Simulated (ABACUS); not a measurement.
Ti under changes of volume

One of the cells (17.636 Å³/atom); the others are scaled copies at fixed shape and fractional positions:

```xyz
2
Lattice="2.9500 0.0000 0.0000 -1.4750 2.5548 0.0000 0.0000 0.0000 4.6800" Properties=species:S:1:pos:R:3 pbc="T T T"
Ti    1.4750    0.8516    3.5100
Ti    0.0000    1.7032    1.1700
```

- Program: ABACUS 3.10.1
- Functional: PBEsol
- Potentials or basis: PseudoDojo NC SR 0.4.1 PBEsol standard
- Cutoff: 1143 eV
- Density cutoff: 4572 eV
- Basis: plane waves
- k mesh: 10 × 10 × 6
- Occupations: fermi-dirac, width 0.05 eV
- Spin: no spin polarisation

```csv
volume (Å³/atom),energy over the lowest point (meV/atom),pressure (GPa)
16.577,0.00,1.2
16.930,0.28,-1.3
17.283,5.75,-3.6
17.636,15.96,-5.6
17.988,30.50,-7.6
18.341,48.99,-9.3
18.694,?,?
```

What does the run at 18.694 Å³/atom give?

Energy over the lowest point 71.09 meV/atom; pressure -10.8 GPa.

Worked out: A Birch-Murnaghan fit of order 3 (a polynomial in V^(-2/3)) to the other rows has its minimum at 16.73 Å³/atom with B0 = V·E''(V) = 118 GPa and B' = 3.3 at fixed shape and positions, which overstates the stiffness. It gives 71.12 meV/atom at 18.694 Å³/atom, against the run's 71.09, and -dE/dV = -10.8 GPa, against -10.8.

Energies are extrapolated to zero smearing.
